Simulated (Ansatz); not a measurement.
ZrO₂:
Space group P4₂/nmc, origin choice 1 (No. 137); a = b = 3.584 Å, c = 5.179 Å, α = β = γ = 90.00°

```csv
atom,site,symmetry,x,y,z
Zr,2a,-4m2,0.0000,0.0000,0.0000
O,4d,2mm.,0.5000,0.0000,0.2011
```

Relaxed with PBEsol.

Q: Give the optical modes at the zone centre with their infrared activity from DFPT, plane-wave PAW PBEsol (Ansatz code).

A: Transverse frequencies, without the LO–TO term; a row sums one degenerate level.

| ω (cm⁻¹) | degeneracy | IR ((D/Å)²/amu) | activity | symmetry |
|---|---|---|---|---|
| 115 | 2 | 44.45 | IR | Eu |
| 133 | 2 | 0.00 | IR-inactive | Eg |
| 282 | 1 | 0.00 | IR-inactive | A1g |
| 304 | 1 | 0.00 | IR-inactive | B1g |
| 328 | 1 | 47.97 | IR | A2u |
| 434 | 2 | 91.80 | IR | Eu |
| 437 | 2 | 0.00 | IR-inactive | Eg |
| 585 | 1 | 0.00 | IR-inactive | B1g |
| 635 | 2 | 0.00 | IR-inactive | Eg |
| 639 | 1 | 0.00 | IR-inactive | B2u |

Q: How high does the top mode go among those that the LO–TO term moves?

A: 723 cm⁻¹ for q along x, 723 cm⁻¹ for q along y, 636 cm⁻¹ for q along z.

Space group P4_2/nmc. This is a known high-temperature phase of the composition, computed here at zero pressure and temperature. Symmetry was held in the PBEsol relaxation; whether a distortion lowers the energy is not shown. No spin polarisation was allowed.

Potentials: the earlier of the program's two PAW sets. The files were generated under PBE; for other functionals the program regenerates the frozen cores, and for LDA and PBEsol the local potential too.
